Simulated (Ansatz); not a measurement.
Runs of Ansatz 0.2.0 on Si2Mo. It takes space group I4/mmm (No. 139, tetragonal). The conventional cell has a = 3.200 Å, b = 3.200 Å, c = 7.861 Å, α = 90.00°, β = 90.00°, γ = 90.00°. Around Mo (site symmetry 4/mmm) lie 10 Si at 2.62 Å. Around Si (site symmetry 4mm) lie 5 Si at 2.61 to 2.63 Å and 5 Mo at 2.62 Å. 

```tsv
level	U	hubbard projectors	double counting	gap on the mesh (eV)	pressure (GPa)	largest force (eV/Å)
PBE	-	-	-	none	2.2	0.28
PBE+U	Mo d U = 4 eV	ortho-atomic (the default)	fll (the default)	none	1.3	(a)
PBE+U	Mo d U = 6 eV	ortho-atomic (the default)	fll (the default)	none	1.2	(c)
PBE+U	Mo d U = 3 eV	ortho-atomic (the default)	fll (the default)	none	1.5	0.48
PBE+U	Mo d U = 1 eV	ortho-atomic (the default)	fll (the default)	none	2.0	0.34
PBE+U	Mo d U = 2 eV	ortho-atomic (the default)	fll (the default)	none	(d)	(b)
PBE+U	Mo d U = 8 eV	ortho-atomic (the default)	fll (the default)	none	2.0	0.84
PBE+U	Mo d U = 5 eV	ortho-atomic (the default)	fll (the default)	none	1.2	0.62
```

Alike in all rows: task projected density of states; potentials or basis Ansatz PAW; no spin polarisation; cell as given; k mesh 12 × 12 × 12; cutoff (eV) 420; smearing fermi-dirac 0.05 eV.

Fill in the values left out.

(a) 0.55; (b) 0.41; (c) 0.69; (d) 1.7.

Caveats: the density of states is complete only up to the lowest level of the last band computed; U without spin polarisation on a metal has little footing (some runs); the U is typed as a test and isn't derived for this compound (some runs).

A k mesh can miss the band edges, and the runs leave out spin-orbit coupling on Mo.

A gap of «none» marks a metal or a gap under the smearing width.
